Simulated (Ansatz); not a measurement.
# GaN: equation of state with LDA

The system is GaN.

```xyz
2
Lattice="0.0000 2.1352 2.1352 2.1352 0.0000 2.1352 2.1352 2.1352 0.0000" Properties=species:S:1:pos:R:3 pbc="T T T"
Ga    0.0000    0.0000    0.0000
N     2.1352    2.1352    2.1352
```

Measurements of this composition are mostly on another form, of space group No. 186.

| Property | Result |
| --- | --- |
| Program | Ansatz 0.2.0 |
| Task | equation of state |
| Functional | LDA |
| Potentials or basis | Ansatz PAW |
| Cutoff | 420 eV |
| Density cutoff | 1680 eV |
| k mesh | 11 × 11 × 11 |
| Occupations | fermi-dirac, width 0.05 eV |
| Spin | no spin polarisation |

```json
{
 "Equilibrium volume": "9.14 Å³/atom (rough: see the caveat)",
 "Bulk modulus": "254 GPa (rough)"
}
```

Energy against volume, from the lowest point:
| volume (Å³/atom) | energy (meV/atom) |
| --- | --- |
| 9.151 | 0.00 |
| 9.346 | 3.53 |
| 9.540 | 12.83 |
| 9.735 | 27.10 |
| 9.930 | 45.80 |
| 10.124 | 68.31 |
| 10.319 | 94.23 |

All runs of the series together: 5.6 s on 2 threads of Arm Neoverse V1, on a shared host.

Caveat: the minimum lies outside the volumes run.
